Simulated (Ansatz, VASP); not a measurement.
## One calculation of Os, two programs

```
Os
1.0
     2.73410    0.00000    0.00000
    -1.36705    2.36780    0.00000
     0.00000    0.00000    4.31970
Os
2
Direct
  0.66667 0.33333 0.75000
  0.33333 0.66667 0.25000
```

Alike in both runs: functional PBEsol; k mesh 11 × 11 × 6; occupations fermi-dirac, width 0.05 eV; no spin polarisation.

|  | VASP | Ansatz |
| --- | --- | --- |
| version | VASP 6.6.1 | Ansatz 0.2.0 |
| potentials or method | VASP PAW PBE potentials, release 64 (Os), cutoff 520 eV | all-electron PAW datasets made for the crystal |
| task | single point | band structure |

|  | VASP | Ansatz | Ansatz less VASP |
| --- | --- | --- | --- |
| gap on the k mesh at the Fermi level (eV) | none | none | - |
| pressure (GPa) | -2.3 | -2.7 | -0.37 |
| largest component of the traceless stress (GPa) | 0.05 | 0.00 | -0.052 |

A gap of «none» marks a metal or a gap that the smearing closes. Ansatz ran all-electron here, so the differences hold the error of VASP's frozen core and of both bases.

Caveats: the PAW data sets were made with another functional, which shifts forces and pressure a little (VASP); spin-orbit coupling is left out, which moves the levels of the heavy elements (Ansatz). The runs have no spin-orbit coupling, so splittings on Os are missing.
